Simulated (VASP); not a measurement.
The system is TiO2.

```xyz
6
Lattice="4.5998 0.0000 0.0000 0.0000 4.5998 0.0000 0.0000 0.0000 2.9592" Properties=species:S:1:pos:R:3 pbc="T T T"
Ti    0.0000    0.0000    1.4796
Ti    2.2999    2.2999    0.0000
O     1.3998    1.3998    1.4796
O     0.9001    3.6997    0.0000
O     3.6997    0.9001    0.0000
O     3.2000    3.2000    1.4796
```

The cell is a database's computed one.

Base run:

* Program: VASP 6.6.1
* Functional: revPBE
* Potentials or basis: VASP PAW PBE potentials, release 64 (Ti_sv, O)
* Cutoff: 520 eV
* k mesh: 6 × 6 × 9
* Occupations: fermi-dirac, width 0.05 eV
* Spin: no spin polarisation

Its results: band gap on the k mesh 1.87 eV, direct.

**Question.** The run is repeated on the same cell with these changes: functional from revPBE to PBEsol. What comes out?

**Answer.** Band gap on the k mesh 1.80 eV, direct.
